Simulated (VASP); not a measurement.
# Hg (P6_3/mmc) in VASP: single point with PBE+D3(BJ)

Aim: the single point of Hg with PBE+D3(BJ).

Program: VASP 6.6.1. These are calculated values, not measurements. Logs are shortened: lines on timing, memory, paths and dates and some standing lists are left out, and cuts for length are marked.

## (1) The structure

Symmetry: P6_3/mmc, No. 194, hexagonal system. The conventional cell has a = 3.337 Å, b = 3.337 Å, c = 10.588 Å, α = 90.00°, β = 90.00°, γ = 120.00°. Around Hg (site symmetry -3m) lie 12 Hg at 3.27 to 3.34 Å. Hg (site symmetry -6m2) is surrounded by 12 Hg at 3.27 to 3.34 Å.

## (2) Single point, PBE+D3(BJ)

File INCAR:

```
  PREC = Accurate
  ENCUT = 520
  EDIFF = 1E-7
  ISMEAR = 0
  SIGMA = 0.1
  LREAL = F
  LASPH = T
  NELM = 100
  ALGO = Fast
  ISIF = 2
  LWAVE = F
  LCHARG = T
  GGA = PE
  IVDW = 12
  LELF = T
  LVHAR = T
  NBANDS = 32
```

File KPOINTS:

```
regular mesh
0
Gamma
  15 15 4
```

File POSCAR:

```
Hg
1.0
    3.3374995849      0.0000000000      0.0000000000
   -1.6687497925      2.8903594256      0.0000000000
    0.0000000000      0.0000000000     10.5882697211
Hg
4
Direct
    0.0000000000      0.0000000000      0.0000000000
    0.3333333333      0.6666666667      0.2500000000
    0.0000000000      0.0000000000      0.5000000000
    0.6666666667      0.3333333333      0.7500000000
```

Potentials or basis: VASP PAW PBE potentials, release 64 (Hg).

On the command line:

```sh
cat potpaw_PBE.64/Hg/POTCAR > POTCAR
mpirun -np 1 vasp_std > vasp.out
```

OUTCAR:

```text
PREC = Accurate
   ENCUT = 520
   EDIFF = 1E-7
   ISMEAR = 0
   LREAL = F
   LASPH = T
   NELM = 100
   ISIF = 2
   GGA = PE
   IVDW = 12
 IVDW          = 12

 ion  position               nearest neighbor table
   1  0.000  0.000  0.000-   2 3.27   4 3.27   2 3.27   4 3.27   4 3.27   2 3.27
   2  0.333  0.667  0.250-   1 3.27   3 3.27   1 3.27   3 3.27   1 3.27   3 3.27
   3  0.000  0.000  0.500-   2 3.27   4 3.27   2 3.27   4 3.27   4 3.27   2 3.27
   4  0.667  0.333  0.750-   1 3.27   3 3.27   1 3.27   3 3.27   1 3.27   3 3.27

  LATTYP: Found a hexagonal cell.
 ALAT       =     3.3374995849
 C/A-ratio  =     3.1725156668

  Lattice vectors:

 A1 = (   3.3374995849,   0.0000000000,   0.0000000000)
 A2 = (  -1.6687497925,   2.8903594256,   0.0000000000)
 A3 = (   0.0000000000,   0.0000000000,  10.5882697211)

Analysis of symmetry for initial positions (statically):
=====================================================================
 Subroutine PRICEL returns:
 Original cell was already a primitive cell.

 Routine SETGRP: Setting up the symmetry group for a
 hexagonal supercell.

 Subroutine GETGRP returns: Found 24 space group operations
 (whereof 12 operations were pure point group operations)
 out of a pool of 24 trial point group operations.

The static configuration has the point symmetry D_3d.
 The point group associated with its full space group is D_6h.

Analysis of symmetry for dynamics (positions and initial velocities):
=====================================================================
 Subroutine PRICEL returns:
 Original cell was already a primitive cell.

 Routine SETGRP: Setting up the symmetry group for a
 hexagonal supercell.

 Subroutine GETGRP returns: Found 24 space group operations
 (whereof 12 operations were pure point group operations)
 out of a pool of 24 trial point group operations.

The dynamic configuration has the point symmetry D_3d.
 The point group associated with its full space group is D_6h.

 Subroutine INISYM returns: Found 24 space group operations
 (whereof 12 operations are pure point group operations),
 and found     1 'primitive' translations

----------------------------------------------------------------------------------------

                                     Primitive cell

  volume of cell :     102.1405

  direct lattice vectors                    reciprocal lattice vectors
     3.337499585  0.000000000  0.000000000     0.299625505  0.172988866  0.000000000
    -1.668749793  2.890359426  0.000000000     0.000000000  0.345977732  0.000000000
     0.000000000  0.000000000 10.588269721     0.000000000  0.000000000  0.094444137

  length of vectors
     3.337499585  3.337499585 10.588269721     0.345977732  0.345977732  0.094444137

  position of ions in fractional coordinates (direct lattice)
     0.000000000  0.000000000  0.000000000
     0.333333333  0.666666667  0.250000000
     0.000000000  0.000000000  0.500000000
     0.666666667  0.333333333  0.750000000

  ion indices of the primitive-cell ions
   primitive index   ion index
                 1           1
                 2           2
                 3           3
                 4           4

----------------------------------------------------------------------------------------

 KPOINTS: regular mesh

Automatic generation of k-mesh.
 Grid dimensions read from file:
 generate k-points for:   15   15    4

 Generating k-lattice:

  Cartesian coordinates                     Fractional coordinates (reciprocal lattice)
     0.019975034  0.011532591  0.000000000     0.066666667 -0.000000000  0.000000000
     0.000000000  0.023065182  0.000000000     0.000000000  0.066666667  0.000000000
     0.000000000  0.000000000  0.023611034     0.000000000  0.000000000  0.250000000

  Length of vectors
     0.023065182  0.023065182  0.023611034

  Shift w.r.t. Gamma in fractional coordinates (k-lattice)
     0.000000000  0.000000000  0.000000000

 Subroutine IBZKPT returns following result:
 ===========================================

 Found     81 irreducible k-points:

 Following reciprocal coordinates:
            Coordinates               Weight
  0.000000  0.000000  0.000000      1.000000
  0.066667  0.000000  0.000000      6.000000
  0.133333  0.000000  0.000000      6.000000
  0.200000  0.000000  0.000000      6.000000
  0.266667  0.000000  0.000000      6.000000
  0.333333  0.000000  0.000000      6.000000
[... 16 lines left out ...]
  0.333333  0.200000  0.000000     12.000000
  0.400000  0.200000  0.000000      6.000000
 [... further k-points ...]
   k-points           NKPTS =     81   k-points in BZ     NKDIM =     81   number of bands    NBANDS=     32
   number of dos      NEDOS =    301   number of ions     NIONS =      4
   total plane-waves  NPLWV =  62720
   dimension x,y,z NGX =    28 NGY =   28 NGZ =   80
   dimension x,y,z NGXF=    56 NGYF=   56 NGZF=  160
   ions per type =               4
   NGX,Y,Z   is equivalent  to a cutoff of  13.95, 13.95, 12.56 a.u.
   NGXF,Y,Z  is equivalent  to a cutoff of  27.89, 27.89, 25.12 a.u.
 SYSTEM =  unknown system
   PREC   = accura    normal or accurate (medium, high low for compatibility)
   ISTART =      0    job   : 0-new  1-cont  2-samecut
   ICHARG =      2    charge: 1-file 2-atom 10-const
   ISPIN  =      1    spin polarized calculation?
   LNONCOLLINEAR =      F non collinear calculations
   LSORBIT =      F    spin-orbit coupling
   LASPH  =      T    aspherical Exc in radial PAW
   ENCUT  =  520.0 eV  38.22 Ry    6.18 a.u.   6.21  6.21 19.69*2*pi/ulx,y,z
   NELM   =    100;   NELMIN=  2; NELMDL= -5     # of ELM steps
   EDIFF  = 0.1E-06   stopping-criterion for ELM
   LREAL  =      F    real-space projection
   EDIFFG = 0.1E-05   stopping-criterion for IOM
   NSW    =      0    number of steps for IOM
   IBRION =     -1    ionic relax: 0-MD 1-quasi-New 2-CG
   NFREE  =      0    steps in history (QN), initial steepest desc. (CG)
   ISIF   =      2    stress and relaxation
   ISYM   =      2    0-nonsym 1-usesym 2-fastsym
   POTIM  = 0.5000    time-step for ionic-motion
   TEBEG  =    0.0;   TEEND  =   0.0 temperature during run
   PSTRESS=    0.0 pullay stress
   NELECT =      48.0000    total number of electrons
   NUPDOWN=      -1.0000    fix difference up-down
   EMIN   =  10.00;   EMAX   =-10.00  energy-range for DOS
   EFERMI =   0.00;   METHOD = LEGACY
   ISMEAR =     0;   SIGMA  =   0.10  broadening in eV -4-tet -1-fermi 0-gaus
   EFERMI_NEDOS =   21; number of points for ismear=-14 and -15
   IALGO  =     68    algorithm
   IMIX   =      4    mixing-type and parameters
     AMIX     =   0.40;   BMIX     =  1.00
     AMIX_MAG =   1.60;   BMIX_MAG =  1.00
  volume/ion in A,a.u.               =      25.54       172.32
  Fermi-wavevector in a.u.,A,eV,Ry     =   1.272787  2.405220 22.041274  1.619988
  Thomas-Fermi vector in A             =   2.405647
   LORBIT       =      0    0 simple, 1 ext, 2 COOP (PROOUT), +10 PAW based schemes
   GGA     = PE    functional components
   LHFCALC =     F    Hartree Fock is set to
   AEXX    =    0.0000 exact exchange contribution
   IVDW    =    12    specifies the selected vdW correction
   LEPSILON=     F    determine dielectric tensor
   LRPA    =     F    only Hartree local field effects (RPA)
 non-spin polarized calculation
 RMM-DIIS sequential band-by-band and
 Gauss-broadening in eV      SIGMA  =   0.10
  energy-cutoff  :      520.00
  volume of cell :      102.14
 maximum number of plane-waves:      2799
 NGX is ok and might be reduce to    28
   NGX = 13   NGY = 13   NGZ = 39

 number of electron      48.0000003 magnetization

 Free energy of the ion-electron system (eV)
  ---------------------------------------------------
  ext. energy  EPLUGINS =         0.00000000
  ---------------------------------------------------
  free energy    TOTEN  =        -0.57433075 eV

  energy without entropy =       -0.56928966  energy(sigma->0) =       -0.57181021

 E-fermi :   1.8947     XC(G=0): -10.4250

 val. band max:        1.8765587217   @ k =   0.2000   0.2000   0.0000
 cond. band min:       1.9061674101   @ k =   0.2667   0.1333   0.0000
 fundamental gap:      0.0296086884
 Fermi energy:         1.8946905084

 k-point     1 :       0.0000    0.0000    0.0000
  band No.  band energies     occupation
      1      -6.2768      2.00000
      2      -5.4034      2.00000
      3      -5.2832      2.00000
      4      -5.2674      2.00000
      5      -4.6395      2.00000
      6      -4.6395      2.00000
[... 24 lines left out ...]
     31      14.7317      0.00000
     32      14.7594      0.00000

 k-point     2 :       0.0667    0.0000    0.0000
  band No.  band energies     occupation
      1      -6.1855      2.00000
      2      -5.3579      2.00000
      3      -5.2139      2.00000
      4      -5.1968      2.00000
      5      -4.6576      2.00000
      6      -4.6531      2.00000
[... 24 lines left out ...]
     31      13.7476      0.00000
     32      14.4641      0.00000

 k-point     3 :       0.1333    0.0000    0.0000
  band No.  band energies     occupation
      1      -5.9245      2.00000
      2      -5.2426      2.00000
      3      -5.0411      2.00000
      4      -5.0206      2.00000
      5      -4.7326      2.00000
      6      -4.6775      2.00000
[... 24 lines left out ...]
     31      12.1423      0.00000
     32      13.7800      0.00000

 k-point     4 :       0.2000    0.0000    0.0000
  band No.  band energies     occupation
      1      -5.5582      2.00000
      2      -5.1435      2.00000
      3      -4.9253      2.00000
      4      -4.8934      2.00000
      5      -4.8388      2.00000
      6      -4.7839      2.00000
[... 654 lines left out ...]
     31       7.7205      0.00000
     32       9.4435      0.00000

 k-point    23 :       0.3333    0.2000    0.0000
  band No.  band energies     occupation
      1      -5.1983      2.00000
      2      -5.1846      2.00000
      3      -5.0289      2.00000
      4      -4.9198      2.00000
      5      -4.7821      2.00000
      6      -4.7701      2.00000
[... 24 lines left out ...]
     31       7.3561      0.00000
     32       7.9609      0.00000

 k-point    24 :       0.4000    0.2000    0.0000
  band No.  band energies     occupation
      1      -5.2207      2.00000
      2      -5.1964      2.00000
      3      -5.0447      2.00000
      4      -4.9033      2.00000
      5      -4.8146      2.00000
      6      -4.7712      2.00000
[... 24 lines left out ...]
     31       7.1411      0.00000
     32       7.4623      0.00000

 [... further k-points ...]

------------------------ aborting loop because EDIFF is reached ----------------------------------------

 Edisp (eV)   -1.63974

 E8    (eV) :    -0.7433

  FORCE on cell =-STRESS in cart. coord.  units (eV):
  Direction    XX          YY          ZZ          XY          YZ          ZX
  --------------------------------------------------------------------------------------
  -------------------------------------------------------------------------------------
  Total       0.13062     0.13062     0.14537    -0.00000    -0.00000     0.00000
  in kB       2.04892     2.04892     2.28029    -0.00000    -0.00000     0.00000
  external pressure =        2.13 kB  Pullay stress =        0.00 kB

 VOLUME and BASIS-vectors are now :
 -----------------------------------------------------------------------------
  energy-cutoff  :      520.00
  volume of cell :      102.14
      direct lattice vectors                 reciprocal lattice vectors
     3.337499585  0.000000000  0.000000000     0.299625505  0.172988866  0.000000000
    -1.668749793  2.890359426  0.000000000     0.000000000  0.345977732  0.000000000
     0.000000000  0.000000000 10.588269721     0.000000000  0.000000000  0.094444137

 POSITION                                       TOTAL-FORCE (eV/Angst)
 -----------------------------------------------------------------------------------
      0.00000      0.00000      0.00000        -0.000000      0.000000      0.000000
     -0.00000      1.92691      2.64707        -0.000000      0.000000     -0.000000
      0.00000      0.00000      5.29413         0.000000      0.000000      0.000000
      1.66875      0.96345      7.94120         0.000000     -0.000000     -0.000000
 -----------------------------------------------------------------------------------
    total drift:                                0.000000     -0.000000      0.000000

  FREE ENERGIE OF THE ION-ELECTRON SYSTEM (eV)
  ---------------------------------------------------
  free  energy   TOTEN  =        -2.2140742570 eV

  energy  without entropy=       -2.2090331654  energy(sigma->0) =       -2.21155371
```

Wall time 5.2 min (1 thread of Intel Xeon Platinum 8259CL at 2.50GHz (Skylake/Cascade Lake), shared host); peak memory 0.37 GiB.

Results:

| Quantity | Value |
| --- | --- |
| Free energy | -2.2141 eV |
| Pressure | 0.2 GPa |
| Band gap on the k mesh | none (metal or under the smearing width) |
| Dispersion energy per atom | -0.410 eV |

Caveat: pairwise dispersion overbinds metals, which lowers pressure and volume.
